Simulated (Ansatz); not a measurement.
Runs of Ansatz 0.2.0 on InPd. Symmetry: Pm-3m, No. 221, cubic system. Conventional cell: a = 3.272 Å, b = 3.272 Å, c = 3.272 Å, α = 90.00°, β = 90.00°, γ = 90.00°. Around In (site symmetry m-3m) lie 8 Pd at 2.83 Å. Pd (site symmetry m-3m) has 8 In at 2.83 Å as nearest neighbours. The cell comes from a database or a generator and needn't be the stable form of this composition.

| task | level | spin | cutoff (eV) | points for each segment of the path | q mesh | gap on the mesh (eV) | V0 of scaled cells (Å³/atom) | B0 (GPa) |
| --- | --- | --- | --- | --- | --- | --- | --- | --- |
| equation of state | LDA | off | 420 | - | - | - | 16.61 | (a) |
| band structure | PBEsol | SOC, no magnetisation | 420 | 14 | - | none | - | - |
| equation of state | r2SCAN | off | 500 | - | - | - | 17.44 | 133 |
| phonons | PBEsol | off | 420 | 8 | 2 × 2 × 2 | none | - | - |

Alike in all rows: potentials or basis Ansatz PAW; cell as given; k mesh 8 × 8 × 8; smearing fermi-dirac 0.05 eV.

Task: Fill in the values left out.

Result: (a) 156.

Caveats: the PAW data sets come from PBE, with cores solved anew for the run's functional, which leaves a small shift of forces and pressure (some runs); the PAW data sets were made with another functional, which shifts forces and pressure a little (some runs).

A k mesh can miss the band edges, and rows without SOC leave out spin-orbit coupling on In, Pd.

A gap of «none» marks a metal or a gap under the smearing width.

Runs at the PBE level aren't shown here.
